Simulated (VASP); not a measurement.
# PtS2 (C2/m) in VASP: further runs

One crystal, PtS2, is run at these levels: PBE+U; tasks: single point.

All numbers are computed with VASP 6.6.1; they aren't measurements. Logs are shortened: lines on timing, memory, paths and dates and some standing lists are left out, and cuts for length are marked.

### 1 The structure

The structure is monoclinic, space group C2/m (No. 12). The conventional cell has a = 6.233 Å, b = 3.821 Å, c = 4.395 Å, α = 90.00°, β = 90.04°, γ = 90.00°. Pt (site symmetry 2/m) is surrounded by 6 S at 2.32 to 2.58 Å. Around S (site symmetry m) lie 3 Pt at 2.32 to 2.58 Å.

The cell was built by a generator and isn't the measured one.

### 2 Single point, PBE+U, collinear spin, random start

File INCAR:

```
PREC = Accurate
ENCUT = 520
EDIFF = 1E-6
ISMEAR = 0
SIGMA = 0.05
LREAL = F
LASPH = T
NELM = 60
ALGO = Normal
ISIF = 2
LWAVE = F
LCHARG = T
ISPIN = 2
MAGMOM = -0.24 0 0
LORBIT = 11
LMAXMIX = 4
LDAU = T
LDAUTYPE = 2
LDAUL = 2 -1
LDAUU = 2 0
LDAUJ = 0 0
LDAUPRINT = 1
GGA = PE
LELF = T
LVHAR = T
```

File KPOINTS:

```
regular mesh
0
Gamma
  6 6 4
```

File POSCAR:

```
PtS2
1.0
    3.1165126000     -1.9104842100      0.0000000000
    3.1165126000      1.9104842100      0.0000000000
   -0.0030682400      0.0000000000      4.3949362900
Pt S
1 2
Direct
    0.0000000000      0.0000000000      0.0000000000
    0.6879000000      0.6879000000      0.2889000000
    0.3121000000      0.3121000000      0.7111000000
```

Potentials or basis: VASP PAW PBE potentials, release 64 (Pt, S).

On the command line:

```sh
$ cat potpaw_PBE.64/Pt/POTCAR potpaw_PBE.64/S/POTCAR > POTCAR
$ mpirun -np 1 vasp_std > vasp.out
```

OUTCAR:

```text
PREC = Accurate
   ENCUT = 520
   EDIFF = 1E-6
   ISMEAR = 0
   LREAL = F
   LASPH = T
   NELM = 60
   ISIF = 2
   ISPIN = 2
   LORBIT = 11
   GGA = PE

 ion  position               nearest neighbor table
   1  0.000  0.000  0.000-   2 2.32   3 2.32   2 2.58   2 2.58   3 2.58   3 2.58
   2  0.688  0.688  0.289-   1 2.32   1 2.58   1 2.58   3 2.77   3 2.77
   3  0.312  0.312  0.711-   1 2.32   1 2.58   1 2.58   2 2.77   2 2.77

  LATTYP: Found a base centered monoclinic cell.
 ALAT       =     6.2330252000
 B/A-ratio  =     0.6130198896
 C/A-ratio  =     0.7051050204
 COS(beta)  =    -0.0006981305

  Lattice vectors:

 A1 = (   3.1165126000,  -1.9104842100,   0.0000000000)
 A2 = (   3.1165126000,   1.9104842100,   0.0000000000)
 A3 = (  -0.0030682400,   0.0000000000,   4.3949362900)

Analysis of symmetry for initial positions (statically):
=====================================================================
 Subroutine PRICEL returns:
 Original cell was already a primitive cell.

 Routine SETGRP: Setting up the symmetry group for a
 base centered monoclinic supercell.

 Subroutine GETGRP returns: Found  4 space group operations
 (whereof  4 operations were pure point group operations)
 out of a pool of  4 trial point group operations.

The static configuration has the point symmetry C_2h.

Analysis of symmetry for dynamics (positions and initial velocities):
=====================================================================
 Subroutine PRICEL returns:
 Original cell was already a primitive cell.

 Routine SETGRP: Setting up the symmetry group for a
 base centered monoclinic supercell.

 Subroutine GETGRP returns: Found  4 space group operations
 (whereof  4 operations were pure point group operations)
 out of a pool of  4 trial point group operations.

The dynamic configuration has the point symmetry C_2h.

Analysis of structural, dynamic, and magnetic symmetry:
=====================================================================
 Subroutine PRICEL returns:
 Original cell was already a primitive cell.

 Routine SETGRP: Setting up the symmetry group for a
 base centered monoclinic supercell.

 Subroutine GETGRP returns: Found  4 space group operations
 (whereof  4 operations were pure point group operations)
 out of a pool of  4 trial point group operations.

The overall configuration has the point symmetry C_2h.

 Subroutine INISYM returns: Found  4 space group operations
 (whereof  4 operations are pure point group operations),
 and found     1 'primitive' translations

----------------------------------------------------------------------------------------

                                     Primitive cell

  volume of cell :      52.3353

  direct lattice vectors                    reciprocal lattice vectors
     3.116512600 -1.910484210  0.000000000     0.160435738 -0.261713757  0.000112005
     3.116512600  1.910484210  0.000000000     0.160435738  0.261713757  0.000112005
    -0.003068240  0.000000000  4.394936290     0.000000000  0.000000000  0.227534584

  length of vectors
     3.655489119  3.655489119  4.394937361     0.306975128  0.306975128  0.227534584

  position of ions in fractional coordinates (direct lattice)
     0.000000000  0.000000000  0.000000000
     0.687900000  0.687900000  0.288900000
     0.312100000  0.312100000  0.711100000

  ion indices of the primitive-cell ions
   primitive index   ion index
                 1           1
                 2           2
                 3           3

----------------------------------------------------------------------------------------

 KPOINTS: regular mesh

Automatic generation of k-mesh.
 Grid dimensions read from file:
 generate k-points for:    6    6    4

 Generating k-lattice:

  Cartesian coordinates                     Fractional coordinates (reciprocal lattice)
     0.026739290 -0.043618959  0.000018668     0.166666667  0.000000000  0.000000000
     0.026739290  0.043618959  0.000018668     0.000000000  0.166666667  0.000000000
     0.000000000  0.000000000  0.056883646     0.000000000  0.000000000  0.250000000

  Length of vectors
     0.051162521  0.051162521  0.056883646

  Shift w.r.t. Gamma in fractional coordinates (k-lattice)
     0.000000000  0.000000000  0.000000000

 Subroutine IBZKPT returns following result:
 ===========================================

 Found     47 irreducible k-points:

 Following reciprocal coordinates:
            Coordinates               Weight
  0.000000  0.000000  0.000000      1.000000
  0.166667  0.000000  0.000000      4.000000
  0.333333 -0.000000 -0.000000      4.000000
  0.500000  0.000000  0.000000      2.000000
  0.166667  0.166667  0.000000      2.000000
  0.333333  0.166667  0.000000      4.000000
[... 16 lines left out ...]
 -0.333333  0.166667  0.250000      4.000000
 -0.166667  0.166667  0.250000      4.000000
 [... further k-points ...]
   k-points           NKPTS =     47   k-points in BZ     NKDIM =     47   number of bands    NBANDS=     15
   number of dos      NEDOS =    301   number of ions     NIONS =      3
   total plane-waves  NPLWV =  28224
   dimension x,y,z NGX =    28 NGY =   28 NGZ =   36
   dimension x,y,z NGXF=    56 NGYF=   56 NGZF=   72
   ions per type =               1   2
   NGX,Y,Z   is equivalent  to a cutoff of  12.73, 12.73, 13.62 a.u.
   NGXF,Y,Z  is equivalent  to a cutoff of  25.47, 25.47, 27.24 a.u.
 SYSTEM =  unknown system
   PREC   = accura    normal or accurate (medium, high low for compatibility)
   ISTART =      0    job   : 0-new  1-cont  2-samecut
   ICHARG =      2    charge: 1-file 2-atom 10-const
   ISPIN  =      2    spin polarized calculation?
   LNONCOLLINEAR =      F non collinear calculations
   LSORBIT =      F    spin-orbit coupling
   LASPH  =      T    aspherical Exc in radial PAW
   ENCUT  =  520.0 eV  38.22 Ry    6.18 a.u.   6.80  6.80  8.17*2*pi/ulx,y,z
   NELM   =     60;   NELMIN=  2; NELMDL= -5     # of ELM steps
   EDIFF  = 0.1E-05   stopping-criterion for ELM
   LREAL  =      F    real-space projection
   EDIFFG = 0.1E-04   stopping-criterion for IOM
   NSW    =      0    number of steps for IOM
   IBRION =     -1    ionic relax: 0-MD 1-quasi-New 2-CG
   NFREE  =      0    steps in history (QN), initial steepest desc. (CG)
   ISIF   =      2    stress and relaxation
   ISYM   =      2    0-nonsym 1-usesym 2-fastsym
   POTIM  = 0.5000    time-step for ionic-motion
   TEBEG  =    0.0;   TEEND  =   0.0 temperature during run
   PSTRESS=    0.0 pullay stress
   NELECT =      22.0000    total number of electrons
   NUPDOWN=      -1.0000    fix difference up-down
   EMIN   =  10.00;   EMAX   =-10.00  energy-range for DOS
   EFERMI =   0.00;   METHOD = LEGACY
   ISMEAR =     0;   SIGMA  =   0.05  broadening in eV -4-tet -1-fermi 0-gaus
   EFERMI_NEDOS =   21; number of points for ismear=-14 and -15
   IALGO  =     38    algorithm
   IMIX   =      4    mixing-type and parameters
     AMIX     =   0.40;   BMIX     =  1.00
     AMIX_MAG =   1.60;   BMIX_MAG =  1.00
  volume/ion in A,a.u.               =      17.45       117.73
  Fermi-wavevector in a.u.,A,eV,Ry     =   1.226358  2.317481 20.462550  1.503955
  Thomas-Fermi vector in A             =   2.361362
   LORBIT       =     11    0 simple, 1 ext, 2 COOP (PROOUT), +10 PAW based schemes
 LDA+U is selected, type is set to LDAUTYPE =  2
   angular momentum for each species LDAUL =     2   -1
   U (eV)           for each species LDAUU =   2.0  0.0
   J (eV)           for each species LDAUJ =   0.0  0.0
   GGA     = PE    functional components
   LHFCALC =     F    Hartree Fock is set to
   AEXX    =    0.0000 exact exchange contribution
   IVDW    =     0    specifies the selected vdW correction
   LEPSILON=     F    determine dielectric tensor
   LRPA    =     F    only Hartree local field effects (RPA)
 spin polarized calculation
 Gauss-broadening in eV      SIGMA  =   0.05
  energy-cutoff  :      520.00
  volume of cell :       52.34
 maximum number of plane-waves:      1429
   NGX = 13   NGY = 13   NGZ = 17

 number of electron      21.9999995 magnetization       0.0000814

atom =   1  type =  1  l = 2

 onsite density matrix

spin component  1

  0.8279 -0.0974  0.0000  0.0000  0.0000
 -0.0974  0.7794  0.0000  0.0000  0.0000
  0.0000  0.0000  0.9037  0.0099 -0.0035
  0.0000  0.0000  0.0099  0.7487  0.1163
  0.0000  0.0000 -0.0035  0.1163  0.8196

spin component  2

  0.8280 -0.0975  0.0000  0.0000  0.0000
 -0.0975  0.7795  0.0000  0.0000  0.0000
  0.0000  0.0000  0.9038  0.0099 -0.0035
  0.0000  0.0000  0.0099  0.7487  0.1163
  0.0000  0.0000 -0.0035  0.1163  0.8196

 occupancies and eigenvectors

  o =  0.6621  v =  0.0000  0.0000  0.0415 -0.8032  0.5943  0.0000  0.0000  0.0000  0.0000  0.0000      0.0000  0.0000  0.0000  0.0000  0.0000  0.0000  0.0000  0.0000  0.0000  0.0000
  o =  0.6621  v =  0.0000  0.0000  0.0000  0.0000  0.0000  0.0000  0.0000  0.0415 -0.8032  0.5942      0.0000  0.0000  0.0000  0.0000  0.0000  0.0000  0.0000  0.0000  0.0000  0.0000
  o =  0.7032  v = -0.6158 -0.7879  0.0000  0.0000  0.0000  0.0000  0.0000  0.0000  0.0000  0.0000      0.0000  0.0000  0.0000  0.0000  0.0000  0.0000  0.0000  0.0000  0.0000  0.0000
  o =  0.7033  v =  0.0000  0.0000  0.0000  0.0000  0.0000 -0.6158 -0.7879  0.0000  0.0000  0.0000      0.0000  0.0000  0.0000  0.0000  0.0000  0.0000  0.0000  0.0000  0.0000  0.0000
  o =  0.9018  v =  0.0000  0.0000 -0.7890  0.3386  0.5127  0.0000  0.0000  0.0000  0.0000  0.0000      0.0000  0.0000  0.0000  0.0000  0.0000  0.0000  0.0000  0.0000  0.0000  0.0000
  o =  0.9018  v =  0.0000  0.0000  0.0000  0.0000  0.0000  0.0000  0.0000 -0.7893  0.3383  0.5124      0.0000  0.0000  0.0000  0.0000  0.0000  0.0000  0.0000  0.0000  0.0000  0.0000
  o =  0.9041  v = -0.7879  0.6158  0.0000  0.0000  0.0000  0.0000  0.0000  0.0000  0.0000  0.0000      0.0000  0.0000  0.0000  0.0000  0.0000  0.0000  0.0000  0.0000  0.0000  0.0000
  o =  0.9042  v =  0.0000  0.0000  0.0000  0.0000  0.0000 -0.7879  0.6158  0.0000  0.0000  0.0000      0.0000  0.0000  0.0000  0.0000  0.0000  0.0000  0.0000  0.0000  0.0000  0.0000
  o =  0.9081  v =  0.0000  0.0000 -0.6130 -0.4902 -0.6196  0.0000  0.0000  0.0000  0.0000  0.0000      0.0000  0.0000  0.0000  0.0000  0.0000  0.0000  0.0000  0.0000  0.0000  0.0000
  o =  0.9082  v =  0.0000  0.0000  0.0000  0.0000  0.0000  0.0000  0.0000 -0.6126 -0.4903 -0.6199      0.0000  0.0000  0.0000  0.0000  0.0000  0.0000  0.0000  0.0000  0.0000  0.0000

 number of electron      21.9999995 magnetization      -0.0000720

 Free energy of the ion-electron system (eV)
  ---------------------------------------------------
  ext. energy  EPLUGINS =         0.00000000
  ---------------------------------------------------
  free energy    TOTEN  =       -13.38982831 eV

  energy without entropy =      -13.38821491  energy(sigma->0) =      -13.38902161

 E-fermi :   7.2620     XC(G=0): -11.0883

 val. band max:        7.2101366480   @ k =   0.3333   0.1667   0.0000
 cond. band min:       7.2715700102   @ k =   0.3333  -0.0000   0.2500
 fundamental gap:      0.0614333622
 Fermi energy:         7.2619753202

 spin component 1

 k-point     1 :       0.0000    0.0000    0.0000
  band No.  band energies     occupation
      1      -8.0488      1.00000
      2      -4.2885      1.00000
      3       0.3095      1.00000
      4       1.1730      1.00000
      5       1.2084      1.00000
      6       3.6127      1.00000
      7       3.6375      1.00000
      8       5.0597      1.00000
      9       5.8326      1.00000
     10       6.6540      1.00000
     11       7.3086      0.09363
     12       7.7230      0.00000
[... 841 lines left out ...]
      4       1.3123      1.00000
      5       2.0773      1.00000
      6       2.5791      1.00000
      7       3.5127      1.00000
      8       4.1424      1.00000
      9       5.2244      1.00000
     10       5.3884      1.00000
     11       6.3281      1.00000
     12       8.1032      0.00000
     13       9.3022      0.00000
     14      12.6794      0.00000
     15      14.2874      0.00000

 [... further k-points ...]

------------------------ aborting loop because EDIFF is reached ----------------------------------------

  FORCE on cell =-STRESS in cart. coord.  units (eV):
  Direction    XX          YY          ZZ          XY          YZ          ZX
  --------------------------------------------------------------------------------------
  -------------------------------------------------------------------------------------
  Total       -0.2618113     -4.5278216     -0.3475641      0.0000000      0.0000000     -2.2487105
  in kB       -8.0150092   -138.6133206    -10.6402193      0.0000000      0.0000000    -68.8413237
  external PRESSURE =     -52.4228497 kB  Pullay stress =       0.0000000 kB

 VOLUME and BASIS-vectors are now :
 -----------------------------------------------------------------------------
  energy-cutoff  :      520.00
  volume of cell :       52.34
      direct lattice vectors                 reciprocal lattice vectors
     3.116512600 -1.910484210  0.000000000     0.160435738 -0.261713757  0.000112005
     3.116512600  1.910484210  0.000000000     0.160435738  0.261713757  0.000112005
    -0.003068240  0.000000000  4.394936290     0.000000000  0.000000000  0.227534584

 POSITION                                       TOTAL-FORCE (eV/Angst)
 -----------------------------------------------------------------------------------
      0.00000      0.00000      0.00000        -0.000000      0.000000      0.000000
      4.28681      0.00000      1.26970        -0.949788      0.000000     -1.071261
      1.94315      0.00000      3.12524         0.949788      0.000000      1.071261
 -----------------------------------------------------------------------------------
    total drift:                               -0.000000     -0.000000      0.000000

  FREE ENERGIE OF THE ION-ELECTRON SYSTEM (eV)
  ---------------------------------------------------
  free  energy   TOTEN  =       -13.3898283099 eV

  energy  without entropy=      -13.3882149136  energy(sigma->0) =      -13.38902161

 total charge

# of ion       s       p       d       tot
------------------------------------------
    1        0.638   0.611   8.107   9.356
    2        1.379   2.192   0.000   3.572
    3        1.379   2.192   0.000   3.572
--------------------------------------------------
tot          3.397   4.995   8.107  16.499

 magnetization (x)

# of ion       s       p       d       tot
------------------------------------------
    1        0.000   0.000  -0.000  -0.000
    2       -0.000  -0.000   0.000  -0.000
    3       -0.000  -0.000   0.000  -0.000
--------------------------------------------------
tot         -0.000  -0.000  -0.000  -0.000
```

It took 58 s on 1 thread of Intel Xeon Platinum 8259CL at 2.50GHz (Skylake/Cascade Lake), shared host; peak memory 0.22 GiB.

Results:

| Quantity | Value |
| --- | --- |
| Free energy | -13.3898 eV |
| Pressure | -5.2 GPa |
| Largest force | 1.432 eV/Å |
| Band gap on the k mesh | none (metal or under the smearing width) |
| Net moment | 0.00 μB per cell |
| Valence electrons inside the program's atomic spheres | Pt 9.36; S 3.57 |

Forces in eV/Å, atoms in the order of the input:
```
Pt   0.000  0.000  0.000
S   -0.950  0.000 -1.071
S    0.950  0.000  1.071
```

Stress tensor (GPa, compression positive):
```
 -0.80   0.00  -6.88
  0.00 -13.86   0.00
 -6.88   0.00  -1.06
```

Eigenvalues of the final occupation matrices:
| site | spin | trace | eigenvalues |
| --- | --- | --- | --- |
| site 1 d | 1 | 4.08 | 0.66 0.70 0.90 0.90 0.91 |
| site 1 d | 2 | 4.08 | 0.66 0.70 0.90 0.90 0.91 |

Caveat: forces of over 1 eV/Å show positions far from the minimum, so gaps and moduli don't describe the material at rest.

### 3 Single point, PBE+U, collinear spin, ferromagnetic start

File INCAR:

```
PREC = Accurate ; ENCUT = 520
EDIFF = 1E-6 ; ISMEAR = 0
SIGMA = 0.05 ; LREAL = False
LASPH = True ; NELM = 100
ALGO = Fast ; ISIF = 2
LWAVE = False ; LCHARG = False
ISPIN = 2 ; MAGMOM = 0.5 0 0
LORBIT = 11 ; NUPDOWN = 1
LMAXMIX = 4 ; LDAU = True
LDAUTYPE = 2 ; LDAUL = 2 -1
LDAUU = 2 0 ; LDAUJ = 0 0
LDAUPRINT = 1 ; GGA = PE
```

KPOINTS is that of step 2.

POSCAR is that of step 2.

Potentials or basis: VASP PAW PBE potentials, release 64 (Pt, S).

On the command line:

```sh
$ cat potpaw_PBE.64/Pt/POTCAR potpaw_PBE.64/S/POTCAR > POTCAR
$ mpirun -np 1 vasp_std > vasp.out
```

Run time: 66 s. Hardware: 1 thread of Intel Xeon Platinum 8259CL at 2.50GHz (Skylake/Cascade Lake), shared host; peak memory 0.22 GiB.

The run converged. Its results:

```
Free energy                                           : -12.9694 eV
Pressure                                              : -3.0 GPa
Largest force                                         : 0.957 eV/Å
Net moment                                            : 1.00 μB per cell
Site moments                                          : Pt +0.36; S +0.21 μB
Valence electrons inside the program's atomic spheres : Pt 9.38; S 3.57
```

Forces on the atoms (eV/Å):
```
Pt   0.000  0.000  0.000
S   -0.561  0.000 -0.776
S    0.561  0.000  0.776
```

Stress tensor (GPa, compression positive):
```
 0.02  0.00 -4.78
 0.00 -9.46  0.00
-4.78  0.00  0.45
```

Eigenvalues of the final occupation matrices:
| site | spin | trace | eigenvalues |
| --- | --- | --- | --- |
| site 1 d | 1 | 4.26 | 0.71 0.82 0.91 0.91 0.91 |
| site 1 d | 2 | 3.94 | 0.64 0.64 0.88 0.89 0.90 |

Caveat: the total moment is fixed, so each spin has its own Fermi level.

[end of part 1 of 2]
